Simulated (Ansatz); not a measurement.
## Hf/BP/Hf: current against voltage

What current flows through Hf/BP/Hf, and is the curve linear and symmetric? Both electrodes are Hf hcp(0001); the barrier is BP zinc blende(111) (whole bilayers). In the first transport cell, after relaxation, the nearest pair of electrode and barrier is Hf–P at 2.68 Å, along the normal, at the lower face and Hf–B at 2.43 Å, along the normal, at the upper one. All share a net of side 3.2 Å, which strains the lower electrode by +0.0 % and the barrier by -0.5 %, against typed lattice constants near PBE's. The first steps treat the bulk electrodes alone.

Method: PBE DFT, plane waves, PAW files, in the first sound run; inputs show where later runs differ, in Ansatz 0.2.0.

**1. The starting structure**

It takes space group P6_3/mmc (No. 194, hexagonal). The conventional cell has a = 3.200 Å, b = 3.200 Å, c = 5.050 Å, α = 90.00°, β = 90.00°, γ = 120.00°. Hf has 12 Hf at 3.13 to 3.20 Å nearest.

**2. Layer spacing of the electrode**

The electrode is held to the junction's net and relaxed along the normal; its spacing is used for the ideal lead layers.

File input.yaml:

```yaml
crystal:
  lattice:
    - [3.2, 0.0, 0.0]
    - [-1.6, 2.7712812921, 0.0]
    - [0.0, 0.0, 5.05]
  atoms:
    - { symbol: Hf, position: [0.0, 0.0, 0.0] }
    - { symbol: Hf, position: [0.3333333333, 0.6666666667, 0.5] }
kpoints:
  mp_grid: { grid: [12, 12, 6] }
scf:
  occupations: { method: fermi_dirac, width: 0.1 }
  max_iter: 150
hamiltonian:
  xc: pbe
relax:
  f_tol: 0.01
  max_steps: 40
  cell: { fix: [a, b, angles] }
```

Started as:

```
> ansatz run input.yaml --threads 4 --pin off --max-ram 16384MiB --backend cpu --events-out ev --progress --plain --runs-dir out
```

Numbers of over 12 decimals in the logs are rounded to 6 here.

The log of the run:

```text
Engine: ansatz 0.2.0, aarch64-unknown-linux-gnu
Pseudopotentials: kind: paw
Pseudopotential: Hf, paw, valence charge 26, recommended cutoff 420 eV (normal), Hf.paw.azcp
Functional definition: PBE
  parameter kappa = 0.804
  parameter beta = 0.066725
  exchange = pbe_x(kappa = kappa, mu = beta*pi^2/3)
  correlation = pbe_c(beta = beta)
Crystal: 2 atoms, lattice volume = 44.784 Å³
Basis set: ecut = 420 eV, 881 PW (Γ), exchange–correlation on 48×48×72 points (8 copies of the dense FFT grid, shifted against one another)
Bands: 32, of which v1, the nominal top of the filled ones, is band 26 counted from 1 (25 counted from 0)
Symmetry: 24 space group operations
Space group: P63/mmc (ITA 194), of the structure as read, at distance tolerance 3.6e-5 Å
k-points: 76 of 864
Non-local potential: Hf, projectors of the file, l = 0: 3, l = 1: 2, l = 2: 2, l = 3: 3
PAW form: soft (Blöchl's): semilocal exchange-correlation on the pseudo side does not see the compensation charge
PAW one-centre angular grid: Hf, 590 points (default); XC on 64 Gauss nodes
Initial density: superposition of atomic densities (neutral atoms: chi_scale 0, normalization atom), corrected by the library's trained network
Initial wavefunctions: pseudopotential atomic-orbital guess
Functional: x = pbe(κ = 0.804, μ = 0.219515), c = pbe(β = 0.066725)
SCF iter   1: F=—  HF=-31442.749133 eV  |F-HF|=—  |Δ(HF+E_count)|=         —  Δρ=2.87e-3  dr2=1.78e-3  ethr=1.77e-3  ⟨swp⟩=4.4  Hψ=7972  notcnv=0
preconditioner: auto → Kerker (q_TF=auto, 2.797 Å⁻¹)  [metal: Δε(μ)=0.018 eV  Ē_g=17.571 eV  σ=0.100 eV  W_gap=0.04  n_scr=22 (ndim 8)  ℏωp=38.4 eV  f_vac=0.000  D(μ)=1.67/eV (n_scr^D=22)]
SCF iter   2: F=—  HF=-31442.749448 eV  |F-HF|=—  |Δ(HF+E_count)|=   3.15e-4  Δρ=1.81e-3  dr2=7.81e-4  ethr=3.42e-6  ⟨swp⟩=2.5  Hψ=4708  notcnv=0
SCF iter   3: F=—  HF=-31442.749669 eV  |F-HF|=—  |Δ(HF+E_count)|=   2.21e-4  Δρ=2.84e-4  dr2=3.23e-5  ethr=1.50e-6  ⟨swp⟩=3.0  Hψ=4403  notcnv=0
SCF iter   4: F=—  HF=-31442.749681 eV  |F-HF|=—  |Δ(HF+E_count)|=   1.18e-5  Δρ=1.54e-4  dr2=5.83e-6  ethr=6.21e-8  ⟨swp⟩=2.0  Hψ=4426  notcnv=0
SCF iter   5: F=—  HF=-31442.749679 eV  |F-HF|=—  |Δ(HF+E_count)|=   1.84e-6  Δρ=5.31e-5  dr2=6.90e-7  ethr=1.12e-8  ⟨swp⟩=2.1  Hψ=3829  notcnv=0
SCF iter   6: F=-31442.749679 eV  HF=-31442.749679 eV  |F-HF|=1.10e-8  |Δ(HF+E_count)|=   4.38e-7  Δρ=1.28e-5  dr2=3.77e-8  ethr=1.92e-10  ⟨swp⟩=5.3  Hψ=10578  notcnv=0
SCF 1 converged in 6 iterations: F = -31442.749679 eV  dr2 = 3.77e-8
  greatest PAW one-centre occupation: 0.998 electrons in one spin orbital (limit 2), on the Hf atom at site 1 (counted from 0), in its partial waves of l = 0
relax step   1: F+E_penalty+E_count = -31442.74967924 eV  Δ(F+E_penalty+E_count) = +0.000e0 eV  max|allowed force component| = 9.252e-17 eV/Å  Δτ_max = 0.0000 Å  P = +0.786 GPa  Ω = 44.784 Å³  fix = [a, b, alpha, beta, gamma]  reactions: a +0.630, b +0.630 GPa  (6 SCF iters, dr2 threshold 1.00e-7 eV, accepted)
Crystal: 2 atoms, lattice volume = 45.238 Å³
Initial density: handed on by an earlier stage of this run
Initial wavefunctions: those handed on with the density
iter 1 solved again at ethr=5.20e-8 eV; its pass at ethr=3.10e-3 eV (dr2=2.70e-5 eV) is discarded
SCF iter   1: F=—  HF=-31442.749828 eV  |F-HF|=—  |Δ(HF+E_count)|=         —  Δρ=4.53e-4  dr2=4.17e-5  ethr=5.20e-8  ⟨swp⟩=3.0  Hψ=13024  notcnv=0
preconditioner: auto → Kerker (q_TF=auto, 2.792 Å⁻¹)  [metal: Δε(μ)=0.026 eV  Ē_g=17.573 eV  σ=0.100 eV  W_gap=0.07  n_scr=22 (ndim 8)  ℏωp=38.2 eV  f_vac=0.000  D(μ)=1.68/eV (n_scr^D=22)]
SCF iter   2: F=—  HF=-31442.749853 eV  |F-HF|=—  |Δ(HF+E_count)|=   2.49e-5  Δρ=2.52e-4  dr2=1.63e-5  ethr=5.20e-8  ⟨swp⟩=2.0  Hψ=4368  notcnv=0
SCF iter   3: F=—  HF=-31442.749853 eV  |F-HF|=—  |Δ(HF+E_count)|=   7.51e-8  Δρ=9.55e-5  dr2=3.56e-6  ethr=3.13e-8  ⟨swp⟩=2.0  Hψ=3616  notcnv=0
SCF iter   4: F=—  HF=-31442.749852 eV  |F-HF|=—  |Δ(HF+E_count)|=   1.29e-6  Δρ=4.03e-5  dr2=5.27e-7  ethr=6.84e-9  ⟨swp⟩=2.0  Hψ=4415  notcnv=0
SCF iter   5: F=-31442.749851 eV  HF=-31442.749851 eV  |F-HF|=2.09e-8  |Δ(HF+E_count)|=   2.31e-7  Δρ=6.72e-6  dr2=1.98e-8  ethr=3.85e-10  ⟨swp⟩=4.6  Hψ=9302  notcnv=0
SCF 2 converged in 5 iterations: F = -31442.749851 eV  dr2 = 1.98e-8
relax step   2: F+E_penalty+E_count = -31442.74985133 eV  Δ(F+E_penalty+E_count) = -1.721e-4 eV  max|allowed force component| = 3.024e-16 eV/Å  Δτ_max = 0.0000 Å  P = -0.328 GPa  Ω = 45.238 Å³  energy of the carried Pulay correction = -1.263e-4 eV  fix = [a, b, alpha, beta, gamma]  reactions: a -0.056, b -0.056 GPa  (5 SCF iters, dr2 threshold 2.00e-7 eV, accepted)
Crystal: 2 atoms, lattice volume = 45.037 Å³
iter 1 solved again at ethr=7.84e-9 eV; its pass at ethr=3.10e-3 eV (dr2=4.08e-6 eV) is discarded
SCF iter   1: F=—  HF=-31442.750436 eV  |F-HF|=—  |Δ(HF+E_count)|=         —  Δρ=2.01e-4  dr2=8.14e-6  ethr=7.84e-9  ⟨swp⟩=3.1  Hψ=12939  notcnv=0
preconditioner: auto → Kerker (q_TF=auto, 2.794 Å⁻¹)  [metal: Δε(μ)=0.005 eV  Ē_g=17.571 eV  σ=0.100 eV  W_gap=0.01  n_scr=22 (ndim 8)  ℏωp=38.3 eV  f_vac=0.000  D(μ)=1.68/eV (n_scr^D=22)]
SCF iter   2: F=—  HF=-31442.750464 eV  |F-HF|=—  |Δ(HF+E_count)|=   2.85e-5  Δρ=1.13e-4  dr2=3.21e-6  ethr=7.84e-9  ⟨swp⟩=2.0  Hψ=4403  notcnv=0
SCF iter   3: F=—  HF=-31442.750465 eV  |F-HF|=—  |Δ(HF+E_count)|=   1.00e-7  Δρ=4.41e-5  dr2=7.31e-7  ethr=6.17e-9  ⟨swp⟩=2.0  Hψ=3580  notcnv=0
SCF iter   4: F=-31442.750464 eV  HF=-31442.750464 eV  |F-HF|=7.20e-8  |Δ(HF+E_count)|=   2.14e-7  Δρ=1.82e-5  dr2=1.01e-7  ethr=3.85e-10  ⟨swp⟩=3.3  Hψ=10914  notcnv=0
SCF 3 converged in 4 iterations: F = -31442.750464 eV  dr2 = 1.01e-7
relax step   3: F+E_penalty+E_count = -31442.75046423 eV  Δ(F+E_penalty+E_count) = -6.129e-4 eV  max|allowed force component| = 3.140e-16 eV/Å  Δτ_max = 0.0000 Å  P = +0.157 GPa  Ω = 45.037 Å³  energy of the carried Pulay correction = -7.058e-5 eV  fix = [a, b, alpha, beta, gamma]  reactions: a +0.242, b +0.242 GPa  (4 SCF iters, dr2 threshold 2.00e-7 eV, accepted)
Initial wavefunctions: pseudopotential atomic-orbital guess (no wavefunctions were taken with the density)
iter 1 solved again at ethr=3.30e-9 eV; its pass at ethr=3.10e-3 eV (dr2=1.72e-6 eV) is discarded
SCF iter   1: F=—  HF=-31442.750504 eV  |F-HF|=—  |Δ(HF+E_count)|=         —  Δρ=1.98e-5  dr2=1.04e-7  ethr=3.30e-9  ⟨swp⟩=4.1  Hψ=16651  notcnv=0
preconditioner: auto → Kerker (q_TF=auto, 2.794 Å⁻¹)  [metal: Δε(μ)=0.005 eV  Ē_g=17.574 eV  σ=0.100 eV  W_gap=0.01  n_scr=22 (ndim 8)  ℏωp=38.3 eV  f_vac=0.000  D(μ)=1.68/eV (n_scr^D=22)]
SCF iter   2: F=—  HF=-31442.750534 eV  |F-HF|=—  |Δ(HF+E_count)|=   2.99e-5  Δρ=1.29e-5  dr2=5.53e-8  ethr=1.99e-10  ⟨swp⟩=2.1  Hψ=3772  notcnv=0
SCF iter   3: F=—  HF=-31442.750534 eV  |F-HF|=—  |Δ(HF+E_count)|=   9.21e-9  Δρ=4.68e-6  dr2=9.92e-9  ethr=1.06e-10  ⟨swp⟩=2.0  Hψ=4414  notcnv=0
SCF iter   4: F=—  HF=-31442.750534 eV  |F-HF|=—  |Δ(HF+E_count)|=   1.68e-9  Δρ=1.97e-6  dr2=1.82e-9  ethr=1.91e-11  ⟨swp⟩=2.0  Hψ=4404  notcnv=0
SCF iter   5: F=—  HF=-31442.750534 eV  |F-HF|=—  |Δ(HF+E_count)|=  3.67e-10  Δρ=4.01e-7  dr2=1.03e-10  ethr=3.51e-12  ⟨swp⟩=2.1  Hψ=3846  notcnv=0
SCF iter   6: F=-31442.750534 eV  HF=-31442.750534 eV  |F-HF|=7.28e-12  |Δ(HF+E_count)|=  1.46e-11  Δρ=1.01e-7  dr2=5.14e-12  ethr=1.00e-12  ⟨swp⟩=6.6  Hψ=12253  notcnv=0
SCF 4 converged in 6 iterations: F = -31442.750534 eV  dr2 = 5.14e-12
relax step   4: F+E_penalty+E_count = -31442.75053402 eV  Δ(F+E_penalty+E_count) = -6.979e-5 eV  max|allowed force component| = 3.140e-16 eV/Å  Δτ_max = 0.0000 Å  P = +0.158 GPa  Ω = 45.037 Å³  fix = [a, b, alpha, beta, gamma]  reactions: a +0.242, b +0.242 GPa  stress off target by 1.15e-2 GPa on what of the cell is left free  SCF on the basis re-selected at this cell (its energy is not comparable with the rows above)  (6 SCF iters)
basis re-selected at this cell: Δ(F+E_penalty+E_count) = -6.979e-5 eV, ΔP = +0.000 GPa vs the last step (what re-selecting the basis moved, of the pressure what is left beyond the Pulay correction that the steps carried, after the strain that the cell walked since its last selection, with what the two solves' SCF thresholds leave and, on support functions, any second-order correction that the steps lacked; it is no m [...]
SCF converged after 6 iterations
Free energy (F): -31442.750534 eV
Harris-Foulkes:  -31442.750534 eV  (|F-HF|=7.28e-12)
Internal energy: -31442.693174 eV  (E = F + TS)
E sigma→0 (E₀):  -31442.721854 eV
Entropy (-TS):   -0.057360 eV (-28.680 meV/atom)
Fermi energy:    19.748150 eV
--- Per-component energies (eV) ---
  E_band       = 64.522439
  E_kinetic    = 848.030164
  E_local      = -10177.103740  (includes V_loc(G=0)·N_el)
  E_nonlocal   = -2488.740520
  E_hartree    = 4785.324375
  E_xc         = -600.155202
  E_vxc        = -532.288774  (∫ρ·V_xc dr)
  E_paw        = -13855.542148  (= ΣΔE_a)
  E_vpaw       = 2843.976459  (= ΣTr[D̂ρ^β])
  E_aug_tail   = -0.000002  (compensation charges beyond the density's cutoff)
  E_ewald      = -9954.506100
  E_smearing   = -0.057360  (= −TS)
  E_closure    = -0.000000  (closes the sum)
  Σ components = -31442.750534   (vs F -31442.750534, Δ=0.00e0)
--- Forces (eV/Å), atoms counted from 1 ---
  atom   1  Hf     0.00000000     0.00000000    -0.00000000
  atom   2  Hf     0.00000000    -0.00000000     0.00000000
  max |Σ_I F_I| component: 5.55e-17 eV/Å
--- Stress (GPa, compression-positive) ---
        0.242499       0.000000       0.000000
        0.000000       0.242499       0.000000
        0.000000       0.000000      -0.011534
  P = ⅓ Tr σ = 0.1578 GPa (1.578 kbar)
--- Relaxed structure (3 steps of the walk, 3 accepted, 1 SCFs on fresh bases) ---
  F+E_penalty+E_count = -31442.75053402 eV   max|allowed force component| = 3.140e-16 eV/Å   (the final SCF, on the basis selected at the relaxed cell)
  cell:  # Å, volume = 45.0373 Å³
    - [3.200000, 0, 0]
    - [-1.600000, 2.771281, 0]
    - [0, 0, 5.078579]
  atoms:
    - { symbol: Hf, position: [9.251858539620026e-18, -5.0885221963063406e-17, 0] }
    - { symbol: Hf, position: [0.333333, 0.666667, 0.500000] }
```

Run time: 4.3 s. Hardware: 4 threads of Arm Neoverse V2, shared host; peak memory 0.41 GiB.

Step by step:

```tsv
step	energy less that of the first step (eV)	largest force component (eV/Å)	pressure (GPa)	volume (Å³)
1	0.0000	0.0000	0.79	44.78
2	-0.0002	0.0000	-0.33	45.24
3	-0.0008	0.0000	0.16	45.04
4*	-0.0009	0.0000	0.16	45.04
```

Relaxation steps marked * repeat the geometry before them on a plane-wave basis chosen anew for their cell, so energy and pressure can jump there.

The run keeps the 24 symmetry operations that it works with, so distortions that break them were not tested.

```tsv
conventional cell, symmetrised	before	after	change
a (Å)	3.200	3.200	-0.0 %
b (Å)	3.200	3.200	-0.0 %
c (Å)	5.050	5.079	+0.6 %
volume (Å³/atom)	22.39	22.52	+0.6 %
```

Final coordinates:

```
Hf
1.0
     3.20000    0.00000    0.00000
    -1.60000    2.77128    0.00000
     0.00000    0.00000    5.07858
Hf
2
Direct
  0.00000 0.00000 0.00000
  0.33333 0.66667 0.50000
```

Numbers from this step:

- free energy: -31442.7505 eV
- Fermi energy: 19.75 eV
- pressure: 0.1578 GPa

The cell grew by 0.6 % in volume.

[end of part 1 of 4]

[Logs are printed without paths, hosts, clocks, repeated set-up lines and the standing remarks that a program may print on its own settings, such as how far it seeks lower states.]

[Hosts, paths, dates, database ids (printed as entryN), source tags and the programs' standing remarks are cut or masked in the printed files.]
